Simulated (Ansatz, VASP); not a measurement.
Cu in VASP and in Ansatz

```
Cu
1.0
     2.53410    0.00000    0.00000
    -1.26705    2.19459    0.00000
     0.00000    0.00000    4.11257
Cu
2
Direct
  0.33333 0.66667 0.25000
  0.66667 0.33333 0.75000
```

Alike in both runs: task single point; functional r2SCAN; k mesh 9 × 9 × 4; occupations gaussian, width 0.1 eV; no spin polarisation.

|  | VASP | Ansatz |
| --- | --- | --- |
| version | VASP 6.6.1 | Ansatz 0.2.0 |
| potentials or method | VASP PAW PBE potentials, release 64 (Cu) | scalar-relativistic, plane waves, PAW |
| plane-wave cutoff (eV) | 520 | 500 |
| valence electrons in the cell | 22 | 38 |

|  | VASP | Ansatz | Ansatz less VASP |
| --- | --- | --- | --- |
| gap on the k mesh at the Fermi level (eV) | none | none | - |
| pressure (GPa) | 1.2 | 0.5 | -0.74 |
| largest component of the traceless stress (GPa) | 2.57 | 2.49 | -0.082 |

A gap of «none» marks a metal or a gap that the smearing closes. The two sets of potentials don't hold the same shells in valence.

Caveats: the k mesh is coarse (spacing up to 0.38 Å⁻¹), so the values aren't converged; the PAW data sets were made with another functional, which shifts forces and pressure a little (VASP).
